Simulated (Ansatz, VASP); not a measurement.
## PbSe in VASP and in Ansatz

Contents of INCAR:

```
SYSTEM = PbSe
ALGO = Normal ; EDIFF = 1E-8
ENCUT = 520 ; GGA = PS
ISIF = 2 ; ISMEAR = -1
LASPH = .True. ; LCHARG = .False.
LEFG = .True. ; LREAL = .False.
LWAVE = .False. ; NBANDS = 17
NELM = 80 ; PREC = Accurate
SIGMA = 0.01
```

File KPOINTS:

```
k-points
0
Gamma
  9 9 9
  0 0 0
```

Contents of POSCAR:

```
PbSe
1.0
    0.0000000000      3.0621500000      3.0927715000
    3.0621500000      0.0000000000      3.0927715000
    3.0621500000      3.0621500000      0.0000000000
Pb Se
1 1
Direct
    0.0000000000      0.0000000000      0.0000000000
    0.5000000000      0.5000000000      0.5000000000
```

Input for Ansatz:

```yaml
crystal:
  lattice:
    - [0.0, 3.06215, 3.0927715]
    - [3.06215, 0.0, 3.0927715]
    - [3.06215, 3.06215, 0.0]
  atoms:
    - { symbol: Pb, position: [0.0, 0.0, 0.0] }
    - { symbol: Se, position: [0.5, 0.5, 0.5] }
kpoints:
  mp_grid: { grid: [9, 9, 9] }
scf:
  occupations: { method: fermi_dirac, width: 0.01 }
hamiltonian:
  xc: pbesol
  pseudopotentials: { kind: paw }
output:
  forces: true
  stress: true
  eigenvalues: true
  efg: { contact_densities: true }
  write_density: true
  write_potential: true
  elf: true
  volumetric_format: npy
```

Change from the starting cell: zz strain of +1 %, PAW files.

Alike in both runs: task electric field gradients; functional PBEsol; k mesh 9 × 9 × 9; occupations fermi-dirac, width 0.01 eV; no spin polarisation.

|  | VASP | Ansatz |
| --- | --- | --- |
| version | VASP 6.6.1 | Ansatz 0.2.0 |
| potentials or method | VASP PAW PBE potentials, release 64 (Pb_d, Se) | PAW with Ansatz's default frozen-core files, scalar-relativistic |
| plane-wave cutoff (eV) | 520 | 420 |
| valence electrons in the cell | 20 | 30 |

|  | VASP | Ansatz | Ansatz less VASP |
| --- | --- | --- | --- |
| gap on the k mesh at the Fermi level (eV) | 0.66 | 0.66 | -0.001 |
| pressure (GPa) | -1.1 | -1.1 | 0.00 |
| largest component of the traceless stress (GPa) | 0.75 | 0.74 | -0.003 |
| Vzz of the field gradient on the site that differs most (V/Å²) | 30.2 | 32.0 | +1.85 |

With one functional, cell and mesh, what is left measures potentials, basis and numerics. The two sets of potentials don't hold the same shells in valence. Ansatz warned: «gradients_without_spin_orbit».

Caveats: the PAW data sets were made with another functional, which shifts forces and pressure a little (VASP); spin-orbit coupling is left out, which as a rule narrows the gap of such compounds by several tenths of an eV; an odd mesh through Γ misses points on the zone boundary, where band edges often lie.
